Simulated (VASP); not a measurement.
# GaAs (F-43m) in VASP: a series of runs, part 2 of 3

VASP 6.6.1.

## (3) Relaxation of cell and atoms, PBE

INCAR

```
  PREC = Accurate
  ENCUT = 630
  EDIFF = 1E-7
  ISMEAR = -1
  SIGMA = 0.05
  LREAL = False
  LASPH = True
  NELM = 100
  ALGO = Normal
  ISIF = 3
  LWAVE = False
  LCHARG = False
  GGA = PE
  IBRION = 2
  NSW = 40
  EDIFFG = -0.01
```

KPOINTS

```
Automatic mesh
0
Gamma
  8 8 8
```

POSCAR

```
GaAs
1.0
    0.0000000000      2.8268500000      2.8268500000
    2.8268500000      0.0000000000      2.8268500000
    2.8268500000      2.8268500000      0.0000000000
As Ga
1 1
Direct
    0.7500000000      0.7500000000      0.7500000000
    0.0000000000      0.0000000000      0.0000000000
```

Potentials or basis: VASP PAW PBE potentials, release 64 (As_GW, Ga_d_GW).

Run with:

```bash
$ cat potpaw_PBE.64/As_GW/POTCAR potpaw_PBE.64/Ga_d_GW/POTCAR > POTCAR
$ mpirun -np 1 vasp_std > vasp.out
```

OUTCAR:

```text
PREC = Accurate
   ENCUT = 630
   EDIFF = 1E-7
   ISMEAR = -1
   LREAL = False
   LASPH = True
   NELM = 100
   ISIF = 3
   GGA = PE
   IBRION = 2
   NSW = 40
   EDIFFG = -0.01

 ion  position               nearest neighbor table
   1  0.750  0.750  0.750-   2 2.45   2 2.45   2 2.45   2 2.45
   2  0.000  0.000  0.000-   1 2.45   1 2.45   1 2.45   1 2.45

  LATTYP: Found a face centered cubic cell.
 ALAT       =     5.6537000000

  Lattice vectors:

 A1 = (   0.0000000000,   2.8268500000,   2.8268500000)
 A2 = (   2.8268500000,   0.0000000000,   2.8268500000)
 A3 = (   2.8268500000,   2.8268500000,   0.0000000000)

Analysis of symmetry for initial positions (statically):
=====================================================================
 Subroutine PRICEL returns:
 Original cell was already a primitive cell.

 Routine SETGRP: Setting up the symmetry group for a
 face centered cubic supercell.

 Subroutine GETGRP returns: Found 24 space group operations
 (whereof 24 operations were pure point group operations)
 out of a pool of 48 trial point group operations.

The static configuration has the point symmetry T_d .

Analysis of symmetry for dynamics (positions and initial velocities):
=====================================================================
 Subroutine PRICEL returns:
 Original cell was already a primitive cell.

 Routine SETGRP: Setting up the symmetry group for a
 face centered cubic supercell.

 Subroutine GETGRP returns: Found 24 space group operations
 (whereof 24 operations were pure point group operations)
 out of a pool of 48 trial point group operations.

The dynamic configuration has the point symmetry T_d .

 Subroutine INISYM returns: Found 24 space group operations
 (whereof 24 operations are pure point group operations),
 and found     1 'primitive' translations

----------------------------------------------------------------------------------------

[... 129 lines left out ...]
   NGX = 17   NGY = 17   NGZ = 17

--------------------------------------- Ionic step        1  -------------------------------------------

 number of electron      17.9999998 magnetization

 Free energy of the ion-electron system (eV)
  ---------------------------------------------------
  ext. energy  EPLUGINS =         0.00000000
  ---------------------------------------------------
  free energy    TOTEN  =        -8.24309190 eV

  energy without entropy =       -8.24306519  energy(sigma->0) =       -8.24307855

------------------------ aborting loop because EDIFF is reached ----------------------------------------

  FORCE on cell =-STRESS in cart. coord.  units (eV):
  Direction    XX          YY          ZZ          XY          YZ          ZX
  --------------------------------------------------------------------------------------
  -------------------------------------------------------------------------------------
  Total        0.9122410      0.9122410      0.9122410      0.0000000      0.0000000     -0.0000000
  in kB       32.3505651     32.3505651     32.3505651      0.0000000      0.0000000     -0.0000000
  external PRESSURE =      32.3505651 kB  Pullay stress =       0.0000000 kB
[... 59 lines left out ...]
--------------------------------------- Ionic step        3  -------------------------------------------

 number of electron      18.0000001 magnetization

 Free energy of the ion-electron system (eV)
  ---------------------------------------------------
  ext. energy  EPLUGINS =         0.00000000
  ---------------------------------------------------
  free energy    TOTEN  =        -8.26352542 eV

  energy without entropy =       -8.26320697  energy(sigma->0) =       -8.26336620

 E-fermi :   3.5502     XC(G=0):  -9.4662

 val. band max:        3.4300174458   @ k =   0.0000   0.0000   0.0000
 cond. band min:       3.5994277520   @ k =   0.0000   0.0000   0.0000
 fundamental gap:      0.1694103062
 Fermi energy:         3.5502193744

 k-point     1 :       0.0000    0.0000    0.0000
  band No.  band energies     occupation
      1     -11.2899      2.00000
      2     -11.2899      2.00000
      3     -11.2899      2.00000
      4     -11.2215      2.00000
      5     -11.2215      2.00000
      6      -8.9761      2.00000
      7       3.4300      1.83427
      8       3.4300      1.83427
      9       3.4300      1.83427
     10       3.5994      0.54413
     11       7.1456      0.00000
     12       7.1456      0.00000
     13       7.1456      0.00000
[... 354 lines left out ...]
  band No.  band energies     occupation
      1     -11.3638      2.00000
      2     -11.2687      2.00000
      3     -11.2623      2.00000
      4     -11.2250      2.00000
      5     -11.2183      2.00000
      6      -7.0346      2.00000
      7      -2.8496      2.00000
      8       0.3733      2.00000
      9       1.6129      2.00000
     10       6.3090      0.00000
     11       7.6012      0.00000
     12       9.6133      0.00000
     13      10.9047      0.00000

 [... further k-points ...]
[... 5 lines left out ...]
  --------------------------------------------------------------------------------------
  -------------------------------------------------------------------------------------
  Total       -0.0076572     -0.0076572     -0.0076572      0.0000000     -0.0000000     -0.0000000
  in kB       -0.2593418     -0.2593418     -0.2593418      0.0000000     -0.0000000     -0.0000000
  external PRESSURE =      -0.2593418 kB  Pullay stress =       0.0000000 kB
[... 17 lines left out ...]
  FREE ENERGIE OF THE ION-ELECTRON SYSTEM (eV)
  ---------------------------------------------------
  free  energy   TOTEN  =        -8.2635254177 eV

  energy  without entropy=       -8.2632069730  energy(sigma->0) =       -8.26336620

 reached required accuracy - stopping structural energy minimisation
```

OSZICAR:

```text
N       E                     dE             d eps       ncg     rms          rms(c)
DAV:   1     0.136811524121E+03    0.13681E+03   -0.11206E+04   778   0.207E+03
DAV:   2     0.161964126646E+01   -0.13519E+03   -0.13200E+03   804   0.395E+02
DAV:   3    -0.795991001494E+01   -0.95796E+01   -0.95047E+01   989   0.113E+02
DAV:   4    -0.839731525439E+01   -0.43741E+00   -0.43709E+00  1017   0.294E+01
[... 33 lines left out ...]
DAV:   8    -0.826354174597E+01   -0.18186E-04   -0.98719E-05  1191   0.222E-01    0.298E-02
DAV:   9    -0.826353201394E+01    0.97320E-05   -0.15292E-05  1221   0.108E-01    0.255E-02
DAV:  10    -0.826352781913E+01    0.41948E-05   -0.45125E-06  1096   0.277E-02    0.152E-02
DAV:  11    -0.826352549292E+01    0.23262E-05   -0.55865E-06  1226   0.314E-02    0.337E-03
DAV:  12    -0.826352541771E+01    0.75208E-07   -0.49863E-07  1165   0.675E-03
   3 F= -.82635254E+01 E0= -.82633662E+01  d E =-.204335E-01
```

CONTCAR:

```text
GaAs
   1.00000000000000
     0.0000000000000000    2.8705086495852328    2.8705086495852328
     2.8705086495852328    0.0000000000000000    2.8705086495852328
     2.8705086495852328    2.8705086495852328   -0.0000000000000000
  As              Ga
     1     1
Direct
     0.7500000000000000    0.7500000000000000    0.7500000000000000
     0.0000000000000000    0.0000000000000000    0.0000000000000000

  0.00000000E+00  0.00000000E+00  0.00000000E+00
  0.00000000E+00  0.00000000E+00  0.00000000E+00
```

It took 95 s on 1 thread of Intel Xeon Platinum 8488C (Sapphire Rapids), shared host; peak memory 0.23 GiB.

What came out:

```
Free energy                            : -8.2635 eV
Relaxed volume                         : 23.65 Å³/atom
Relaxed cell                           : a = 4.060 Å, b = 4.060 Å, c = 4.060 Å, α = 60.00°, β = 60.00°, γ = 60.00°
Space group after relaxing (to 0.05 Å) : F-43m (No. 216)
Energy gained by relaxing              : 10.2 meV/atom
Ionic steps                            : 3
Pressure after relaxing                : 0.0 GPa
Band gap on the k mesh                 : 0.17 eV, direct
```

The path:
| step | energy change (eV) | largest force (eV/Å) | pressure (GPa) | volume (Å³) |
| --- | --- | --- | --- | --- |
| 1 | 0.0000 | 0.0000 | 3.24 | 45.18 |
| 2 | -0.0171 | 0.0000 | -1.12 | 48.23 |
| 3 | -0.0204 | 0.0000 | -0.03 | 47.30 |

Final structure:
```xyz
2
Lattice="0.0000 2.8705 2.8705 2.8705 0.0000 2.8705 2.8705 2.8705 0.0000" Properties=species:S:1:pos:R:3 pbc="T T T"
As    4.3058    4.3058    4.3058
Ga    0.0000    0.0000    0.0000
```

Levels at points of the mesh, in eV from the valence-band top:
```
           k point  band 6  band 7  band 8  band 9  band 10  band 11  band 12  band 13
(0.00, 0.00, 0.00)  -12.41    0.00    0.00    0.00     0.17     3.72     3.72     3.72
(0.50, 0.00, 0.00)  -10.78   -6.40   -1.07   -1.07     0.87     4.62     4.62     7.70
(0.50, 0.50, 0.00)  -10.10   -6.61   -2.52   -2.52     1.55     1.67     9.80     9.80
```

PBE usually gives volumes a little too large and moduli too small. Zero-point motion and thermal expansion aren't in these numbers.

## (4) Single point, HSE06

POSCAR is that of step 3.

INCAR.step1

```
ALGO = Normal
EDIFF = 1E-5
ENCUT = 350
GGA = PE
ISIF = 2
ISMEAR = 0
LASPH = T
LCHARG = F
LREAL = F
LWAVE = T
NBANDS = 17
NELM = 100
NKRED = 1
PREC = Accurate
SIGMA = 0.01
```

INCAR.step2

```
ALGO = Normal
EDIFF = 1E-6
ENCUT = 350
GGA = PE
HFSCREEN = 0.2
ISIF = 2
ISMEAR = 0
ISTART = 1
LASPH = T
LCHARG = F
LHFCALC = T
LREAL = F
LWAVE = F
NBANDS = 17
NELM = 100
NKRED = 1
PREC = Accurate
PRECFOCK = Normal
SIGMA = 0.01
```

KPOINTS

```
k-points
0
Gamma
  6 6 6
```

Potentials or basis: VASP PAW PBE potentials, release 64 (As, Ga_d).

Run with:

```bash
$ cat potpaw_PBE.64/As/POTCAR potpaw_PBE.64/Ga_d/POTCAR > POTCAR
$ cp INCAR.step1 INCAR
$ mpirun -np 1 vasp_std > vasp.out
$ cp INCAR.step2 INCAR
$ mpirun -np 1 vasp_std > vasp.out
```

Run time: 19 min. Hardware: 1 thread of Intel Xeon 6975P-C (Granite Rapids), shared host; peak memory 0.25 GiB.

The run converged, but some of its settings lie outside the range that counts as converged, so its numbers aren't taken as properties of the crystal.

What came out:

| Item | Value |
| --- | --- |
| Free energy | -9.8715 eV |
| Pressure | 0.8 GPa |
| Band gap on the k mesh | 1.43 eV, direct |

Caveat: the cutoff is under 1.25 times the usual one of these potentials, so pressure, stress and relaxed cells hold a basis-set (Pulay) error; the PAW data sets were made with another functional, which shifts forces and pressure a little.

(Continued in part 3 of 3.)
